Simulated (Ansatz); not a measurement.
TiTe:

```
Ti Te
1.0
     3.63109    0.00000    0.00000
     0.00000    3.63109    0.00000
     0.00000    0.00000    3.63109
Ti Te
1 1
Direct
  0.00000 0.00000 0.00000
  0.50000 0.50000 0.50000
```

The cell comes from a database or a generator and needn't be the stable form of this composition.

Base run:

```yaml
Program: Ansatz 0.2.0
Functional: LDA
Potentials_or_basis: Ansatz PAW
Cutoff: "420 eV (not typed: the program's choice for these potentials)"
k_mesh: 7 × 7 × 7
Occupations: fermi-dirac, width 0.05 eV
Spin: no spin polarisation
```

Its results: band gap on the k mesh none (metal or under the smearing width); pressure -16.1 GPa.

**Question.** The run is repeated on the same cell with these changes: functional from LDA to PBEsol. What comes out?

**Answer.** Band gap on the k mesh none (metal or under the smearing width); pressure -14.3 GPa.

PBEsol binds less tightly than LDA, so the same cell stands under more pressure.

Caveats: spin-orbit coupling is left out, which moves the levels of the heavy elements; the PAW data sets come from PBE, with cores solved anew for the run's functional, which leaves a small shift of forces and pressure.
